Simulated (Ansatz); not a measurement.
What does Ansatz print for the nuclei with this input?

The cell is a COD entry, ions relaxed with PBE at fixed cell.

```yaml
crystal:
  lattice:
    - [0.0, 1.8075, 1.8075]
    - [1.8075, 0.0, 1.8075]
    - [1.8075, 1.8075, 0.0]
  atoms:
    - { symbol: B, position: [0.0, 0.0, 0.0] }
    - { symbol: "N", position: [0.25, 0.25, 0.25] }
kpoints:
  mp_grid: { grid: [14, 14, 14] }
scf:
  occupations: { method: fermi_dirac, width: 0.02 }
hamiltonian:
  xc: pbesol
  pseudopotentials: { kind: paw }
output:
  forces: true
  stress: true
  populations: true
  efg:
    quadrupole_moments_barn: { B: 0.04059, "N": 0.02044 }
    contact_densities: true
  write_density: true
  write_potential: true
  elf: true
  volumetric_format: npy
```

```sh
ansatz run input.yaml --threads 1 --pin off --max-ram 3072MiB --backend cpu --events-out ev --progress --plain --runs-dir out
```

Of the output, the block on the nuclei alone is shown; the set-up, the SCF iterations, energies, forces and stress are cut. One atom of each set with nearly equal values is shown.

```
--- PAW observables at the nuclei: V_zz in 10²¹ V/m², potentials from the cell's mean, atoms counted from 1 ---
  atom   1  B  V_zz =    +0.000000   η = 0.0000   by run symmetry: forbidden   C_q = +0.0000 MHz
            electrostatic potential = -327.574513 V   contact ρ = 481.164642 e/Å³
  atom   2  N  V_zz =    -0.000000   η = 0.0000   by run symmetry: forbidden   C_q = -0.0000 MHz
            electrostatic potential = -517.543223 V   contact ρ = 1401.098775 e/Å³
```

Hardware: 1 thread of Intel Xeon Platinum 8488C (Sapphire Rapids) (x86_64; 16 cores open to the job, memory cap 3.0 GiB, no GPU), a shared host with a load of 0.3 a core. Wall time 1.9 s, CPU time 1.8 s, peak memory 0.36 GiB.
